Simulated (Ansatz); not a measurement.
# InSe (P-6m2) in Ansatz: relaxation of cell and atoms with PBE+D4

Aim: the relaxation of cell and atoms of InSe with PBE+D4.

Everything below comes from runs of Ansatz 0.2.0. Logs are shortened: lines on timing, memory, paths and dates and some standing lists are left out, and cuts for length are marked.

## (1) The structure

The structure is hexagonal, space group P-6m2 (No. 187). The conventional cell has a = 4.047 Å, b = 4.047 Å, c = 18.052 Å, α = 90.00°, β = 90.00°, γ = 120.00°. In (site symmetry 3m) is surrounded by 3 Se at 2.65 Å and 1 In at 2.79 Å. In (site symmetry 3m) has 3 Se at 2.65 Å and 1 In at 2.79 Å as nearest neighbours. Se (site symmetry 3m) is surrounded by 3 In at 2.65 Å. Se (site symmetry 3m) has 3 In at 2.65 Å as nearest neighbours.

Measurements of this composition are mostly on another form, of space group No. 160.

## (2) Relaxation of cell and atoms, PBE+D4

File input.yaml:

```yaml
crystal:
  lattice:
    - [4.0473293151, 0.0, 0.0]
    - [-2.0236646576, 3.5050900044, 0.0]
    - [0.0, 0.0, 18.05206491]
  atoms:
    - { symbol: In, position: [0.3333333333, 0.6666666667, 0.07739049] }
    - { symbol: In, position: [0.3333333333, 0.6666666667, 0.92260951] }
    - { symbol: In, position: [0.0, 0.0, 0.42260632] }
    - { symbol: In, position: [0.0, 0.0, 0.57739368] }
    - { symbol: Se, position: [0.3333333333, 0.6666666667, 0.35298428] }
    - { symbol: Se, position: [0.3333333333, 0.6666666667, 0.64701572] }
    - { symbol: Se, position: [0.6666666667, 0.3333333333, 0.14699993] }
    - { symbol: Se, position: [0.6666666667, 0.3333333333, 0.85300007] }
hamiltonian:
  xc: pbe
  pseudopotentials: { kind: paw }
  dispersion: d4
kpoints:
  mp_grid: { grid: [8, 8, 2] }
scf:
  occupations: { method: fermi_dirac, width: 0.05 }
output:
  forces: true
  stress: true
  eigenvalues: true
relax:
  f_tol: 0.01
  max_steps: 40
  cell: { stress_tol: 0.05 }
```

Potentials or basis: Ansatz PAW.

Command:

```sh
> ansatz run input.yaml --threads 4 --pin off --max-ram 11264MiB --backend cpu --events-out ev --progress --plain --runs-dir out
```

Output:

```text
Warning: RAYON_NUM_THREADS=4 ignored (pool sized by the plan → 4); use --threads N
Engine: ansatz 0.2.0, aarch64-unknown-linux-gnu
Pseudopotentials: kind: paw
Pseudopotential: In, paw, valence charge 13, recommended cutoff 420 eV (normal), In.paw.azcp
Pseudopotential: Se, paw, valence charge 16, recommended cutoff 420 eV (normal), Se.paw.azcp
Functional definition: PBE
  parameter kappa = 0.804
  parameter beta = 0.06672455060314922
  exchange = pbe_x(kappa = kappa, mu = beta*pi^2/3)
  correlation = pbe_c(beta = beta)
Crystal: 8 atoms, lattice volume = 256.091 Å³
Basis set: ecut = 420 eV, 4981 PW (Γ), exchange–correlation on 60×60×250 points (8 copies of the dense FFT grid, shifted against one another)
Bands: 70, of which v1, the nominal top of the filled ones, is band 58 counted from 1 (57 counted from 0)
Symmetry: 12 space group operations
Space group: P-6m2 (ITA 187), of the structure as read, at distance tolerance 6.4e-5 Å
k-points: 20 of 128 (time reversal used)
Non-local potential: In, projectors of the file, l = 0: 2, l = 1: 2, l = 2: 2, l = 3: 2
Non-local potential: Se, projectors of the file, l = 0: 2, l = 1: 2, l = 2: 3, l = 3: 1
PAW form: soft (Blöchl's): semilocal exchange-correlation on the pseudo side does not see the compensation charge
PAW one-centre angular grid: In, 590 points (default); XC on 64 Gauss nodes
PAW one-centre angular grid: Se, 590 points (default); XC on 64 Gauss nodes
[... 118 lines left out ...]
--- Forces (eV/Å), atoms counted from 1 ---
  atom   1  In    -0.00000000    -0.00000000     0.00116830
  atom   2  In    -0.00000000    -0.00000000    -0.00116830
  atom   3  In    -0.00000000    -0.00000000    -0.00087118
  atom   4  In    -0.00000000    -0.00000000     0.00087118
  atom   5  Se     0.00000000     0.00000000    -0.00092933
  atom   6  Se     0.00000000     0.00000000     0.00092933
  atom   7  Se     0.00000000     0.00000000     0.00131068
  atom   8  Se     0.00000000     0.00000000    -0.00131068
  max |Σ_I F_I| component: 6.01e-17 eV/Å
--- Stress (GPa, compression-positive) ---
       -0.003986      -0.000000      -0.000000
        0.000000      -0.003986       0.000000
       -0.000000       0.000000      -0.017235
  P = ⅓ Tr σ = -0.0084 GPa (-0.084 kbar)
--- Band table (eV; the first three rows and the last of 20) ---
  k-point 0: bands = ["-40.1487", "-40.1487", "-40.1487", "-40.1487", "-40.1457", "-40.1457", "-40.1457", "-40.1457", "-40.1227", "-40.1227", "-40.1227", "-40.1227", "-40.1189", "-40.1189", "-40.1189", "-40.1189", "-40.1130", "-40.1130", "-40.1089", "-40.1089", "-7.5040", "-7.4945", "-7.3159", "-7.3159", "-7.3059", "-7.3059", "-7.2308", "-7.2308", "-7.2243", "-7.2243", "-7.2210", "-7.2210", "-7.2142", "-7.2142", "-7.0478", "-7.0478", "-7.0376", "-7.0376", "-7.0228", "-7.0115", "-6.1980", "-6.0684", "-5.8696", "-5.7279", "0.9736", "1.3551", "2.9778", "3.9393", "5.7397", "5.8926", "5.8926", "5.9620", "5.9620", "6.1085", "6.1085", "6.1868", "6.1868", "7.3529", "7.6453", "9.0637", "9.3613", "9.4544", "11.4946", "11.4946", "11.5955", "11.5955", "12.4324", "12.7338", "12.7338", "12.8867"]
  k-point 1: bands = ["-40.1487", "-40.1487", "-40.1487", "-40.1487", "-40.1457", "-40.1457", "-40.1457", "-40.1457", "-40.1227", "-40.1227", "-40.1227", "-40.1227", "-40.1189", "-40.1189", "-40.1189", "-40.1189", "-40.1130", "-40.1130", "-40.1089", "-40.1089", "-7.5040", "-7.4945", "-7.3159", "-7.3159", "-7.3059", "-7.3059", "-7.2307", "-7.2307", "-7.2243", "-7.2243", "-7.2210", "-7.2210", "-7.2142", "-7.2142", "-7.0478", "-7.0478", "-7.0376", "-7.0376", "-7.0213", "-7.0131", "-6.1462", "-6.1456", "-5.7864", "-5.7855", "1.1352", "1.1425", "3.4245", "3.4293", "5.9195", "5.9195", "5.9232", "5.9232", "6.1515", "6.1515", "6.1556", "6.1556", "6.3680", "6.4112", "8.4790", "8.5696", "9.4262", "9.4573", "11.5372", "11.5372", "11.5482", "11.5482", "12.7260", "12.7969", "12.8050", "12.8050"]
  k-point 2: bands = ["-40.1487", "-40.1487", "-40.1487", "-40.1487", "-40.1457", "-40.1457", "-40.1457", "-40.1457", "-40.1227", "-40.1227", "-40.1227", "-40.1227", "-40.1189", "-40.1189", "-40.1189", "-40.1189", "-40.1130", "-40.1130", "-40.1089", "-40.1089", "-7.5037", "-7.4944", "-7.3671", "-7.3546", "-7.3140", "-7.3040", "-7.2908", "-7.2779", "-7.2284", "-7.2203", "-7.2183", "-7.2165", "-7.2105", "-7.2064", "-7.0797", "-7.0690", "-7.0491", "-7.0389", "-6.9738", "-6.9645", "-6.0344", "-5.9142", "-5.7251", "-5.5921", "1.0830", "1.3908", "3.0534", "3.6284", "4.9873", "5.1391", "5.2679", "5.6861", "5.7247", "5.7746", "5.9496", "6.0509", "6.1647", "7.2261", "8.5573", "9.3193", "10.0124", "10.0297", "10.9055", "10.9979", "11.6195", "11.7516", "12.0210", "12.3690", "12.7564", "13.0186"]
  k-point 19: bands = ["-40.1486", "-40.1486", "-40.1485", "-40.1485", "-40.1456", "-40.1456", "-40.1455", "-40.1455", "-40.1228", "-40.1228", "-40.1227", "-40.1227", "-40.1189", "-40.1189", "-40.1189", "-40.1189", "-40.1128", "-40.1128", "-40.1088", "-40.1088", "-7.6121", "-7.6040", "-7.5155", "-7.5079", "-7.4454", "-7.4356", "-7.3336", "-7.3236", "-7.2288", "-7.2187", "-7.1811", "-7.1725", "-7.1710", "-7.1626", "-7.0911", "-7.0810", "-7.0719", "-7.0618", "-6.8822", "-6.8723", "-4.8067", "-4.8044", "-4.7216", "-4.7191", "1.0898", "1.1017", "1.8478", "1.8711", "3.4851", "3.5209", "3.8121", "3.8775", "4.5747", "4.6192", "5.0897", "5.1591", "5.6107", "5.7807", "9.0062", "9.1090", "9.6363", "9.6371", "10.5996", "10.6922", "11.5803", "11.8396", "12.4974", "12.5648", "13.4057", "13.4654"]
--- Relaxed structure (6 steps of the walk, 6 accepted, 1 SCFs on fresh bases) ---
  F+E_penalty+E_count = -44274.36925541 eV   max|allowed force component| = 1.311e-3 eV/Å   (the final SCF, on the basis selected at the relaxed cell)
  cell:  # Å, volume = 233.6701 Å³
    - [4.033969392805604, 2.8772175917356573e-11, 0.0]
    - [-2.0169846964277194, 3.493519972244153, 0.0]
    - [0.0, 0.0, 16.580868483645403]
  atoms:
    - { symbol: In, position: [0.33333333333333326, 0.6666666666666665, 0.08417563222036184] }
    - { symbol: In, position: [0.33333333333333326, 0.6666666666666665, 0.9158243677796384] }
    - { symbol: In, position: [-1.8503717076008884e-17, -3.238150488543893e-17, 0.41582289130895694] }
    - { symbol: In, position: [-1.8503717076008884e-17, -3.238150488543893e-17, 0.584177108691043] }
    - { symbol: Se, position: [0.33333333333333326, 0.6666666666666665, 0.3383992325460803] }
    - { symbol: Se, position: [0.33333333333333326, 0.6666666666666665, 0.6616007674539195] }
    - { symbol: Se, position: [0.6666666666666666, 0.33333333333333326, 0.16170589841292232] }
    - { symbol: Se, position: [0.6666666666666666, 0.33333333333333326, 0.8382941015870775] }
```

Wall time 59 s (4 threads of Arm Neoverse V2, shared host); peak memory 0.88 GiB.

Results:

- Free energy: -44274.3693 eV
- Relaxed volume: 29.21 Å³/atom
- Relaxed cell: a = 4.034 Å, b = 4.034 Å, c = 16.581 Å, α = 90.00°, β = 90.00°, γ = 120.00°
- Space group after relaxing (to 0.05 Å): P-6m2 (No. 187)
- Energy gained by relaxing: 19.2 meV/atom
- Ionic steps: 7
- Pressure after relaxing: 0.0 GPa
- Band gap on the k mesh: 0.29 eV, direct

The path:
| step | energy change (eV) | largest force (eV/Å) | volume (Å³) |
| --- | --- | --- | --- |
| 1 | 0.0000 | 0.2455 | 256.09 |
| 2 | -0.0667 | 0.2822 | 241.96 |
| 3 | -0.1384 | 0.1186 | 236.01 |
| 4 | -0.1541 | 0.0389 | 230.87 |
| 5 | -0.1558 | 0.0380 | 234.63 |
| 6 | -0.1567 | 0.0012 | 233.67 |
| 7 | -0.1534 | 0.0013 | 233.67 |

Final structure:
```
In Se
1.0
     4.03397    0.00000    0.00000
    -2.01698    3.49352    0.00000
     0.00000    0.00000   16.58087
In Se
4 4
Direct
  0.33333 0.66667 0.08418
  0.33333 0.66667 0.91582
  0.00000 0.00000 0.41582
  0.00000 0.00000 0.58418
  0.33333 0.66667 0.33840
  0.33333 0.66667 0.66160
  0.66667 0.33333 0.16171
  0.66667 0.33333 0.83829
```

Caveat: the plane-wave basis is chosen anew once the cell has moved, so the energies of steps on either side of that aren't comparable; spin-orbit coupling is left out, which moves the levels of the heavy elements.
